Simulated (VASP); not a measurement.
# Pb (Fd-3m) in VASP: single point with PBEsol

Aim: the single point of Pb with PBEsol.

All numbers are computed with VASP 6.6.1; they aren't measurements. Logs are shortened: lines on timing, memory, paths and dates and some standing lists are left out, and cuts for length are marked.

### Step 1. The cell of the first run

It takes space group Fd-3m (No. 227, cubic). The conventional cell has a = 5.691 Å, b = 5.691 Å, c = 5.691 Å, α = 90.00°, β = 90.00°, γ = 90.00°. Around Pb (site symmetry -43m) lie 4 Pb at 2.46 Å.

This isn't the form of Pb at room conditions, which is fcc.

### Step 2. Single point, PBEsol (C replaced by Pb, lengths x 1.553, strained and moved within the space group)

INCAR

```
PREC = Accurate
ENCUT = 520
EDIFF = 1E-6
ISMEAR = 0
SIGMA = 0.1
LREAL = False
LASPH = True
NELM = 80
ALGO = Normal
ISIF = 2
LWAVE = False
LCHARG = False
GGA = PS
NBANDS = 21
```

KPOINTS

```
Automatic mesh
0
Gamma
  12 12 12
```

POSCAR

```
Pb
1.0
    0.0000000000      2.8455526788      2.8455526788
    2.8455526788      0.0000000000      2.8455526788
    2.8455526788      2.8455526788      0.0000000000
Pb
2
Direct
    0.5000000000      0.5000000000      0.5000000000
    0.7500000000      0.7500000000      0.7500000000
```

Potentials or basis: VASP PAW PBE potentials, release 64 (Pb_d).

Started as:

```sh
$ cat potpaw_PBE.64/Pb_d/POTCAR > POTCAR
$ mpirun -np 1 vasp_std > vasp.out
```

OUTCAR:

```text
PREC = Accurate
   ENCUT = 520
   EDIFF = 1E-6
   ISMEAR = 0
   LREAL = False
   LASPH = True
   NELM = 80
   ISIF = 2
   GGA = PS

 ion  position               nearest neighbor table
   1  0.500  0.500  0.500-   2 2.46   2 2.46   2 2.46   2 2.46
   2  0.750  0.750  0.750-   1 2.46   1 2.46   1 2.46   1 2.46

  LATTYP: Found a face centered cubic cell.
 ALAT       =     5.6911053576

  Lattice vectors:

 A1 = (   0.0000000000,   2.8455526788,   2.8455526788)
 A2 = (   2.8455526788,   0.0000000000,   2.8455526788)
 A3 = (   2.8455526788,   2.8455526788,   0.0000000000)

Analysis of symmetry for initial positions (statically):
=====================================================================
 Subroutine PRICEL returns:
 Original cell was already a primitive cell.

 Routine SETGRP: Setting up the symmetry group for a
 face centered cubic supercell.

 Subroutine GETGRP returns: Found 48 space group operations
 (whereof 24 operations were pure point group operations)
 out of a pool of 48 trial point group operations.

The static configuration has the point symmetry T_d .
 The point group associated with its full space group is O_h .

Analysis of symmetry for dynamics (positions and initial velocities):
=====================================================================
 Subroutine PRICEL returns:
 Original cell was already a primitive cell.

 Routine SETGRP: Setting up the symmetry group for a
 face centered cubic supercell.

 Subroutine GETGRP returns: Found 48 space group operations
 (whereof 24 operations were pure point group operations)
 out of a pool of 48 trial point group operations.

The dynamic configuration has the point symmetry T_d .
 The point group associated with its full space group is O_h .

 Subroutine INISYM returns: Found 48 space group operations
 (whereof 24 operations are pure point group operations),
 and found     1 'primitive' translations

----------------------------------------------------------------------------------------

                                     Primitive cell

  volume of cell :      46.0818

  direct lattice vectors                    reciprocal lattice vectors
     0.000000000  2.845552679  2.845552679    -0.175712790  0.175712790  0.175712790
     2.845552679  0.000000000  2.845552679     0.175712790 -0.175712790  0.175712790
     2.845552679  2.845552679  0.000000000     0.175712790  0.175712790 -0.175712790

  length of vectors
     4.024219191  4.024219191  4.024219191     0.304343480  0.304343480  0.304343480

  position of ions in fractional coordinates (direct lattice)
     0.500000000  0.500000000  0.500000000
     0.750000000  0.750000000  0.750000000

  ion indices of the primitive-cell ions
   primitive index   ion index
                 1           1
                 2           2

----------------------------------------------------------------------------------------

 KPOINTS: Automatic mesh

Automatic generation of k-mesh.
 Grid dimensions read from file:
 generate k-points for:   12   12   12

 Generating k-lattice:

  Cartesian coordinates                     Fractional coordinates (reciprocal lattice)
    -0.014642732  0.014642732  0.014642732     0.083333333  0.000000000  0.000000000
     0.014642732 -0.014642732  0.014642732     0.000000000  0.083333333  0.000000000
     0.014642732  0.014642732 -0.014642732     0.000000000  0.000000000  0.083333333

  Length of vectors
     0.025361957  0.025361957  0.025361957

  Shift w.r.t. Gamma in fractional coordinates (k-lattice)
     0.000000000  0.000000000  0.000000000

 Subroutine IBZKPT returns following result:
 ===========================================

 Found     72 irreducible k-points:

 Following reciprocal coordinates:
            Coordinates               Weight
  0.000000  0.000000  0.000000      1.000000
  0.083333  0.000000  0.000000      8.000000
  0.166667  0.000000  0.000000      8.000000
  0.250000  0.000000  0.000000      8.000000
  0.333333  0.000000  0.000000      8.000000
  0.416667  0.000000  0.000000      8.000000
[... 16 lines left out ...]
  0.500000  0.166667  0.000000     24.000000
 -0.416667  0.166667  0.000000     24.000000
 [... further k-points ...]
   k-points           NKPTS =     72   k-points in BZ     NKDIM =     72   number of bands    NBANDS=     21
   number of dos      NEDOS =    301   number of ions     NIONS =      2
   total plane-waves  NPLWV =  27000
   dimension x,y,z NGX =    30 NGY =   30 NGZ =   30
   dimension x,y,z NGXF=    60 NGYF=   60 NGZF=   60
   ions per type =               2
   NGX,Y,Z   is equivalent  to a cutoff of  12.39, 12.39, 12.39 a.u.
   NGXF,Y,Z  is equivalent  to a cutoff of  24.79, 24.79, 24.79 a.u.
 SYSTEM =  unknown system
   PREC   = accura    normal or accurate (medium, high low for compatibility)
   ISTART =      0    job   : 0-new  1-cont  2-samecut
   ICHARG =      2    charge: 1-file 2-atom 10-const
   ISPIN  =      1    spin polarized calculation?
   LNONCOLLINEAR =      F non collinear calculations
   LSORBIT =      F    spin-orbit coupling
   LASPH  =      T    aspherical Exc in radial PAW
   ENCUT  =  520.0 eV  38.22 Ry    6.18 a.u.   7.48  7.48  7.48*2*pi/ulx,y,z
   NELM   =     80;   NELMIN=  2; NELMDL= -5     # of ELM steps
   EDIFF  = 0.1E-05   stopping-criterion for ELM
   LREAL  =      F    real-space projection
   EDIFFG = 0.1E-04   stopping-criterion for IOM
   NSW    =      0    number of steps for IOM
   IBRION =     -1    ionic relax: 0-MD 1-quasi-New 2-CG
   NFREE  =      0    steps in history (QN), initial steepest desc. (CG)
   ISIF   =      2    stress and relaxation
   ISYM   =      2    0-nonsym 1-usesym 2-fastsym
   POTIM  = 0.5000    time-step for ionic-motion
   TEBEG  =    0.0;   TEEND  =   0.0 temperature during run
   PSTRESS=    0.0 pullay stress
   NELECT =      28.0000    total number of electrons
   NUPDOWN=      -1.0000    fix difference up-down
   EMIN   =  10.00;   EMAX   =-10.00  energy-range for DOS
   EFERMI =   0.00;   METHOD = LEGACY
   ISMEAR =     0;   SIGMA  =   0.10  broadening in eV -4-tet -1-fermi 0-gaus
   EFERMI_NEDOS =   21; number of points for ismear=-14 and -15
   IALGO  =     38    algorithm
   IMIX   =      4    mixing-type and parameters
     AMIX     =   0.40;   BMIX     =  1.00
     AMIX_MAG =   1.60;   BMIX_MAG =  1.00
  volume/ion in A,a.u.               =      23.04       155.49
  Fermi-wavevector in a.u.,A,eV,Ry     =   1.386599  2.620292 26.159333  1.922657
  Thomas-Fermi vector in A             =   2.510900
   LORBIT       =      0    0 simple, 1 ext, 2 COOP (PROOUT), +10 PAW based schemes
   GGA     = PS    functional components
   LHFCALC =     F    Hartree Fock is set to
   AEXX    =    0.0000 exact exchange contribution
   IVDW    =     0    specifies the selected vdW correction
   LEPSILON=     F    determine dielectric tensor
   LRPA    =     F    only Hartree local field effects (RPA)
 non-spin polarized calculation
 Gauss-broadening in eV      SIGMA  =   0.10
  energy-cutoff  :      520.00
  volume of cell :       46.08
 maximum number of plane-waves:      1258
 NGX is ok and might be reduce to    30
   NGX = 15   NGY = 15   NGZ = 15

 number of electron      28.0000009 magnetization

 Free energy of the ion-electron system (eV)
  ---------------------------------------------------
  ext. energy  EPLUGINS =         0.00000000
  ---------------------------------------------------
  free energy    TOTEN  =        -2.66241030 eV

  energy without entropy =       -2.66154484  energy(sigma->0) =       -2.66197757

 E-fermi :  11.6713     XC(G=0): -11.3727

 val. band max:       11.6333732829   @ k =   0.3333   0.3333   0.0000
 cond. band min:      11.7438730057   @ k =   0.5000   0.5000   0.0000
 fundamental gap:      0.1104997227
 Fermi energy:        11.6713126572

 k-point     1 :       0.0000    0.0000    0.0000
  band No.  band energies     occupation
      1      -8.3573      2.00000
      2      -8.3573      2.00000
      3      -8.3573      2.00000
      4      -8.1576      2.00000
      5      -8.1576      2.00000
      6      -6.5808      2.00000
[... 13 lines left out ...]
     20      18.9502      0.00000
     21      18.9502      0.00000

 k-point     2 :       0.0833    0.0000    0.0000
  band No.  band energies     occupation
      1      -8.3954      2.00000
      2      -8.3954      2.00000
      3      -8.3560      2.00000
      4      -8.1050      2.00000
      5      -8.1050      2.00000
      6      -6.6274      2.00000
[... 13 lines left out ...]
     20      18.6627      0.00000
     21      18.8319      0.00000

 k-point     3 :       0.1667    0.0000    0.0000
  band No.  band energies     occupation
      1      -8.4524      2.00000
      2      -8.4524      2.00000
      3      -8.3526      2.00000
      4      -8.0111      2.00000
      5      -8.0111      2.00000
      6      -6.7390      2.00000
[... 13 lines left out ...]
     20      18.7201      0.00000
     21      18.7201      0.00000

 k-point     4 :       0.2500    0.0000    0.0000
  band No.  band energies     occupation
      1      -8.4910      2.00000
      2      -8.4910      2.00000
      3      -8.3483      2.00000
      4      -7.9302      2.00000
      5      -7.9302      2.00000
      6      -6.8685      2.00000
[... 13 lines left out ...]
     20      18.9954      0.00000
     21      18.9954      0.00000

 k-point     5 :       0.3333    0.0000    0.0000
  band No.  band energies     occupation
      1      -8.5079      2.00000
      2      -8.5079      2.00000
      3      -8.3443      2.00000
      4      -7.8829      2.00000
      5      -7.8829      2.00000
      6      -6.9822      2.00000
[... 13 lines left out ...]
     20      19.7093      0.00000
     21      19.7093      0.00000

 k-point     6 :       0.4167    0.0000    0.0000
  band No.  band energies     occupation
      1      -8.5107      2.00000
      2      -8.5107      2.00000
      3      -8.3414      2.00000
      4      -7.8666      2.00000
      5      -7.8666      2.00000
      6      -7.0589      2.00000
[... 13 lines left out ...]
     20      20.5329      0.00000
     21      20.5601      0.00000

 k-point     7 :       0.5000    0.0000    0.0000
  band No.  band energies     occupation
      1      -8.5099      2.00000
      2      -8.5099      2.00000
      3      -8.3404      2.00000
      4      -7.8643      2.00000
      5      -7.8643      2.00000
      6      -7.0859      2.00000
[... 13 lines left out ...]
     20      20.9396      0.00000
     21      21.8353      0.00000
[... 291 lines left out ...]
      1      -8.5324      2.00000
      2      -8.4438      2.00000
      3      -8.4100      2.00000
      4      -7.9547      2.00000
      5      -7.7509      2.00000
      6      -7.1887      2.00000
[... 13 lines left out ...]
     20      19.3263      0.00000
     21      20.2547      0.00000

 k-point    21 :       0.3333    0.1667    0.0000
  band No.  band energies     occupation
      1      -8.5821      2.00000
      2      -8.4762      2.00000
      3      -8.3687      2.00000
      4      -7.8738      2.00000
      5      -7.6725      2.00000
      6      -7.2812      2.00000
[... 13 lines left out ...]
     20      20.5397      0.00000
     21      20.7748      0.00000

 k-point    22 :       0.4167    0.1667    0.0000
  band No.  band energies     occupation
      1      -8.6226      2.00000
      2      -8.5049      2.00000
      3      -8.3084      2.00000
      4      -7.8020      2.00000
      5      -7.6541      2.00000
      6      -7.3088      2.00000
[... 13 lines left out ...]
     20      21.3431      0.00000
     21      21.7502      0.00000

 k-point    23 :       0.5000    0.1667    0.0000
  band No.  band energies     occupation
      1      -8.6447      2.00000
      2      -8.5327      2.00000
      3      -8.2459      2.00000
      4      -7.7380      2.00000
      5      -7.6947      2.00000
      6      -7.2933      2.00000
[... 13 lines left out ...]
     20      21.3148      0.00000
     21      21.7280      0.00000

 k-point    24 :      -0.4167    0.1667    0.0000
  band No.  band energies     occupation
      1      -8.6424      2.00000
      2      -8.5592      2.00000
      3      -8.2021      2.00000
      4      -7.7694      2.00000
      5      -7.6839      2.00000
      6      -7.2514      2.00000
[... 13 lines left out ...]
     20      20.4398      0.00000
     21      20.4781      0.00000

 [... further k-points ...]

------------------------ aborting loop because EDIFF is reached ----------------------------------------

  FORCE on cell =-STRESS in cart. coord.  units (eV):
  Direction    XX          YY          ZZ          XY          YZ          ZX
  --------------------------------------------------------------------------------------
  -------------------------------------------------------------------------------------
  Total       21.0083938     21.0083938     21.0083938      0.0000000      0.0000000     -0.0000000
  in kB      730.4214983    730.4214983    730.4214983      0.0000000      0.0000000     -0.0000000
  external PRESSURE =     730.4214983 kB  Pullay stress =       0.0000000 kB

 VOLUME and BASIS-vectors are now :
 -----------------------------------------------------------------------------
  energy-cutoff  :      520.00
  volume of cell :       46.08
      direct lattice vectors                 reciprocal lattice vectors
     0.000000000  2.845552679  2.845552679    -0.175712790  0.175712790  0.175712790
     2.845552679  0.000000000  2.845552679     0.175712790 -0.175712790  0.175712790
     2.845552679  2.845552679  0.000000000     0.175712790  0.175712790 -0.175712790

 POSITION                                       TOTAL-FORCE (eV/Angst)
 -----------------------------------------------------------------------------------
      2.84555      2.84555      2.84555         0.000000      0.000000     -0.000000
      4.26833      4.26833      4.26833        -0.000000     -0.000000      0.000000
 -----------------------------------------------------------------------------------
    total drift:                                0.000000     -0.000000     -0.000000

  FREE ENERGIE OF THE ION-ELECTRON SYSTEM (eV)
  ---------------------------------------------------
  free  energy   TOTEN  =        -2.6624103018 eV

  energy  without entropy=       -2.6615448376  energy(sigma->0) =       -2.66197757
```

It took 28 s on 1 thread of Intel Xeon 6975P-C (Granite Rapids), shared host; peak memory 0.19 GiB.

What came out:

```
Free energy            : -2.6624 eV
Pressure               : 73.0 GPa
Band gap on the k mesh : none (metal or under the smearing width)
```

Levels at points of the mesh, in eV from the Fermi level:
| k point | band 11 | band 12 | band 13 | band 14 | band 15 | band 16 | band 17 | band 18 |
| --- | --- | --- | --- | --- | --- | --- | --- | --- |
| (0.00, 0.00, 0.00) | -16.37 | -0.39 | 0.76 | 0.76 | 0.76 | 2.53 | 2.53 | 2.53 |
| (0.50, 0.00, 0.00) | -13.03 | -9.87 | -1.84 | -1.84 | -0.21 | 3.93 | 3.95 | 3.95 |
| (0.50, 0.50, 0.00) | -10.94 | -10.94 | -4.51 | -4.51 | 0.07 | 0.07 | 10.72 | 10.72 |

Caveat: the cell as given lies far from equilibrium; so large a pressure means that the cell lies far from this level's equilibrium, or that cutoff or potentials fall short; the potentials were made for another functional, which shifts forces and pressure. Spin-orbit coupling is left out, which matters for the levels of Pb.
